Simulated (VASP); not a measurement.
# CdF2 (R3m) in VASP: notebook, part 2 of 2

VASP 6.6.1.

### 5 Single point, LDA (all Cd atoms moved -0.300 Å, as atom 1 along Cartesian [1 1 1])

The input, INCAR:

```
SYSTEM = CdF2
PREC     = Accurate       ! precision mode
ENCUT    = 520            ! plane-wave cutoff, eV
EDIFF    = 1E-6           ! SCF threshold, eV
ISMEAR   = 0              ! smearing method
SIGMA    = 0.05           ! smearing width, eV
LREAL    = .False.        ! projectors in reciprocal space
LASPH    = .True.         ! aspherical terms in the spheres
NELM     = 100            ! most SCF steps
ALGO     = Fast           ! electronic algorithm
ISIF     = 2              ! what is computed and relaxed
LWAVE    = .False.        ! write WAVECAR
LCHARG   = .False.        ! write CHGCAR
GGA      = CA             ! functional
NBANDS   = 20             ! bands
```

The input, KPOINTS:

```
Automatic mesh
0
Gamma
  8 8 8
  0 0 0
```

The input, POSCAR:

```
CdF2
1.0
    0.0000000000      2.6488277134      2.6488277134
    2.6488277134      0.0000000000      2.6488277134
    2.6488277134      2.6488277134      0.0000000000
Cd F
1 2
Direct
   -0.0326946671     -0.0326946671     -0.0326946671
    0.2500000000      0.2500000000      0.2500000000
    0.7500000000      0.7500000000      0.7500000000
```

Potentials or basis: VASP PAW LDA potentials, release 64 (Cd, F).

Run with:

```sh
$ cat potpaw_LDA.64/Cd/POTCAR potpaw_LDA.64/F/POTCAR > POTCAR
$ mpirun -np 1 vasp_std > vasp.out
```

OUTCAR:

```text
SYSTEM = CdF2
   PREC = Accurate
   ENCUT = 520
   EDIFF = 1E-6
   ISMEAR = 0
   LREAL = .False.
   LASPH = .True.
   NELM = 100
   ISIF = 2
   GGA = CA

 ion  position               nearest neighbor table
   1  0.967  0.967  0.967-   3 1.99   2 2.21   2 2.21   2 2.21   3 2.41   3 2.41   3 2.41   2 2.59

   2  0.250  0.250  0.250-   1 2.21   1 2.21   1 2.21   1 2.59
   3  0.750  0.750  0.750-   1 1.99   1 2.41   1 2.41   1 2.41

  LATTYP: Found a face centered cubic cell.
 ALAT       =     5.2976554268

  Lattice vectors:

 A1 = (   0.0000000000,   2.6488277134,   2.6488277134)
 A2 = (   2.6488277134,   0.0000000000,   2.6488277134)
 A3 = (   2.6488277134,   2.6488277134,   0.0000000000)

Analysis of symmetry for initial positions (statically):
=====================================================================
 Subroutine PRICEL returns:
 Original cell was already a primitive cell.

 Routine SETGRP: Setting up the symmetry group for a
 face centered cubic supercell.

 Subroutine GETGRP returns: Found  6 space group operations
 (whereof  6 operations were pure point group operations)
 out of a pool of 48 trial point group operations.

The static configuration has the point symmetry C_3v.

Analysis of symmetry for dynamics (positions and initial velocities):
=====================================================================
 Subroutine PRICEL returns:
 Original cell was already a primitive cell.

 Routine SETGRP: Setting up the symmetry group for a
 face centered cubic supercell.

 Subroutine GETGRP returns: Found  6 space group operations
 (whereof  6 operations were pure point group operations)
 out of a pool of 48 trial point group operations.

The dynamic configuration has the point symmetry C_3v.

 Subroutine INISYM returns: Found  6 space group operations
 (whereof  6 operations are pure point group operations),
 and found     1 'primitive' translations

----------------------------------------------------------------------------------------

                                     Primitive cell

  volume of cell :      37.1699

  direct lattice vectors                    reciprocal lattice vectors
     0.000000000  2.648827713  2.648827713    -0.188762749  0.188762749  0.188762749
     2.648827713  0.000000000  2.648827713     0.188762749 -0.188762749  0.188762749
     2.648827713  2.648827713  0.000000000     0.188762749  0.188762749 -0.188762749

  length of vectors
     3.746008077  3.746008077  3.746008077     0.326946671  0.326946671  0.326946671

  position of ions in fractional coordinates (direct lattice)
     0.967305333  0.967305333  0.967305333
     0.250000000  0.250000000  0.250000000
     0.750000000  0.750000000  0.750000000

  ion indices of the primitive-cell ions
   primitive index   ion index
                 1           1
                 2           2
                 3           3

----------------------------------------------------------------------------------------

 KPOINTS: Automatic mesh

Automatic generation of k-mesh.
 Grid dimensions read from file:
 generate k-points for:    8    8    8

 Generating k-lattice:

  Cartesian coordinates                     Fractional coordinates (reciprocal lattice)
    -0.023595344  0.023595344  0.023595344     0.125000000  0.000000000  0.000000000
     0.023595344 -0.023595344  0.023595344     0.000000000  0.125000000  0.000000000
     0.023595344  0.023595344 -0.023595344     0.000000000  0.000000000  0.125000000

  Length of vectors
     0.040868334  0.040868334  0.040868334

  Shift w.r.t. Gamma in fractional coordinates (k-lattice)
     0.000000000  0.000000000  0.000000000

 Subroutine IBZKPT returns following result:
 ===========================================

 Found     65 irreducible k-points:

 Following reciprocal coordinates:
            Coordinates               Weight
  0.000000  0.000000  0.000000      1.000000
  0.125000  0.000000  0.000000      6.000000
  0.125000  0.125000  0.125000      2.000000
  0.250000  0.000000  0.000000      6.000000
  0.250000  0.250000  0.250000      2.000000
  0.375000  0.000000  0.000000      6.000000
[... 16 lines left out ...]
 -0.250000  0.125000  0.000000     12.000000
  0.125000  0.125000  0.375000      6.000000
 [... further k-points ...]
   k-points           NKPTS =     65   k-points in BZ     NKDIM =     65   number of bands    NBANDS=     20
   number of dos      NEDOS =    301   number of ions     NIONS =      3
   total plane-waves  NPLWV =  21952
   dimension x,y,z NGX =    28 NGY =   28 NGZ =   28
   dimension x,y,z NGXF=    56 NGYF=   56 NGZF=   56
   ions per type =               1   2
   NGX,Y,Z   is equivalent  to a cutoff of  12.43, 12.43, 12.43 a.u.
   NGXF,Y,Z  is equivalent  to a cutoff of  24.85, 24.85, 24.85 a.u.
 SYSTEM =  CdF2
   PREC   = accura    normal or accurate (medium, high low for compatibility)
   ISTART =      0    job   : 0-new  1-cont  2-samecut
   ICHARG =      2    charge: 1-file 2-atom 10-const
   ISPIN  =      1    spin polarized calculation?
   LNONCOLLINEAR =      F non collinear calculations
   LSORBIT =      F    spin-orbit coupling
   LASPH  =      T    aspherical Exc in radial PAW
   ENCUT  =  520.0 eV  38.22 Ry    6.18 a.u.   6.97  6.97  6.97*2*pi/ulx,y,z
   NELM   =    100;   NELMIN=  2; NELMDL= -5     # of ELM steps
   EDIFF  = 0.1E-05   stopping-criterion for ELM
   LREAL  =      F    real-space projection
   EDIFFG = 0.1E-04   stopping-criterion for IOM
   NSW    =      0    number of steps for IOM
   IBRION =     -1    ionic relax: 0-MD 1-quasi-New 2-CG
   NFREE  =      0    steps in history (QN), initial steepest desc. (CG)
   ISIF   =      2    stress and relaxation
   ISYM   =      2    0-nonsym 1-usesym 2-fastsym
   POTIM  = 0.5000    time-step for ionic-motion
   TEBEG  =    0.0;   TEEND  =   0.0 temperature during run
   PSTRESS=    0.0 pullay stress
   NELECT =      26.0000    total number of electrons
   NUPDOWN=      -1.0000    fix difference up-down
   EMIN   =  10.00;   EMAX   =-10.00  energy-range for DOS
   EFERMI =   0.00;   METHOD = LEGACY
   ISMEAR =     0;   SIGMA  =   0.05  broadening in eV -4-tet -1-fermi 0-gaus
   EFERMI_NEDOS =   21; number of points for ismear=-14 and -15
   IALGO  =     68    algorithm
   IMIX   =      4    mixing-type and parameters
     AMIX     =   0.40;   BMIX     =  1.00
     AMIX_MAG =   1.60;   BMIX_MAG =  1.00
  volume/ion in A,a.u.               =      12.39        83.61
  Fermi-wavevector in a.u.,A,eV,Ry     =   1.453234  2.746214 28.733998  2.111889
  Thomas-Fermi vector in A             =   2.570524
   LORBIT       =      0    0 simple, 1 ext, 2 COOP (PROOUT), +10 PAW based schemes
   GGA     = CA    functional components
   LHFCALC =     F    Hartree Fock is set to
   AEXX    =    0.0000 exact exchange contribution
   IVDW    =     0    specifies the selected vdW correction
   LEPSILON=     F    determine dielectric tensor
   LRPA    =     F    only Hartree local field effects (RPA)
 non-spin polarized calculation
 RMM-DIIS sequential band-by-band and
 Gauss-broadening in eV      SIGMA  =   0.05
  energy-cutoff  :      520.00
  volume of cell :       37.17
 maximum number of plane-waves:      1012
   NGX = 13   NGY = 13   NGZ = 13

 number of electron      26.0000026 magnetization

 Free energy of the ion-electron system (eV)
  ---------------------------------------------------
  ext. energy  EPLUGINS =         0.00000000
  ---------------------------------------------------
  free energy    TOTEN  =       -12.36718484 eV

  energy without entropy =      -12.36718484  energy(sigma->0) =      -12.36718484

 E-fermi :  -0.8999     XC(G=0): -11.3808

 val. band max:       -1.1999115457   @ k =   0.5000   0.5000   0.0000
 cond. band min:       1.7572193678   @ k =   0.0000   0.0000   0.0000
 fundamental gap:      2.9571309136
 Fermi energy:        -0.8999039865

 k-point     1 :       0.0000    0.0000    0.0000
  band No.  band energies     occupation
      1     -22.0996      2.00000
      2     -20.8095      2.00000
      3      -7.1640      2.00000
      4      -7.1174      2.00000
      5      -7.1174      2.00000
      6      -5.7084      2.00000
[... 12 lines left out ...]
     19      18.2734      0.00000
     20      18.2734      0.00000
[... 507 lines left out ...]
 k-point    24 :       0.1250    0.1250    0.3750
  band No.  band energies     occupation
      1     -21.7770      2.00000
      2     -21.0816      2.00000
      3      -7.0363      2.00000
      4      -6.7226      2.00000
      5      -6.0349      2.00000
      6      -5.8775      2.00000
[... 12 lines left out ...]
     19      16.7952      0.00000
     20      19.9237      0.00000

 [... further k-points ...]
[... 5 lines left out ...]
  --------------------------------------------------------------------------------------
  -------------------------------------------------------------------------------------
  Total        1.9090693      1.9090693      1.9090693      1.1410100      1.1410100      1.1410100
  in kB       82.2888776     82.2888776     82.2888776     49.1823079     49.1823079     49.1823079
  external PRESSURE =      82.2888776 kB  Pullay stress =       0.0000000 kB

 VOLUME and BASIS-vectors are now :
 -----------------------------------------------------------------------------
  energy-cutoff  :      520.00
  volume of cell :       37.17
      direct lattice vectors                 reciprocal lattice vectors
     0.000000000  2.648827713  2.648827713    -0.188762749  0.188762749  0.188762749
     2.648827713  0.000000000  2.648827713     0.188762749 -0.188762749  0.188762749
     2.648827713  2.648827713  0.000000000     0.188762749  0.188762749 -0.188762749

 POSITION                                       TOTAL-FORCE (eV/Angst)
 -----------------------------------------------------------------------------------
      5.12445      5.12445      5.12445         1.701525      1.701525      1.701525
      1.32441      1.32441      1.32441        -0.233244     -0.233244     -0.233244
      3.97324      3.97324      3.97324        -1.468281     -1.468281     -1.468281
 -----------------------------------------------------------------------------------
    total drift:                                0.000325      0.000325      0.000325

  FREE ENERGIE OF THE ION-ELECTRON SYSTEM (eV)
  ---------------------------------------------------
  free  energy   TOTEN  =       -12.3671848448 eV

  energy  without entropy=      -12.3671848448  energy(sigma->0) =      -12.36718484
```

Wall time 41 s (1 thread of AMD EPYC 7R13 (Zen 3), shared host); peak memory 0.13 GiB.

What came out:

```
Free energy            : -12.3672 eV
Pressure               : 8.2 GPa
Largest force          : 2.947 eV/Å
Band gap on the k mesh : 2.96 eV, indirect (least direct gap 3.40 eV)
```

Forces on the atoms (eV/Å):
```
Cd   1.702  1.702  1.702
F   -0.233 -0.233 -0.233
F   -1.468 -1.468 -1.468
```

Caveat: forces of over 1 eV/Å show positions far from the minimum, so gaps and moduli don't describe the material at rest. A k mesh can miss the band edges.

### 6 Overview

```csv
cell,gap on the mesh (eV),pressure (GPa),largest force (eV/Å)
"all Cd atoms moved +0.188 Å, as atom 1 along Cartesian [1 1 1]",3.01,3.8,1.46
"all Cd atoms moved +0.075 Å, as atom 1 along Cartesian [1 1 1]",2.98,1.6,0.51
"all Cd atoms moved +0.263 Å, as atom 1 along Cartesian [1 1 1]",3.00,6.4,2.36
"all Cd atoms moved -0.300 Å, as atom 1 along Cartesian [1 1 1]",2.96,8.2,2.95
```

Alike in all rows: task single point; level LDA; potentials or basis VASP PAW LDA potentials, release 64 (Cd, F); no spin polarisation; k mesh 8 × 8 × 8; cutoff (eV) 520; smearing gaussian 0.05 eV.

Caveats: forces of over 1 eV/Å show positions far from the minimum, so gaps and moduli don't describe the material at rest (some runs).

Absolute energies hang on the potentials; compare differences alone.
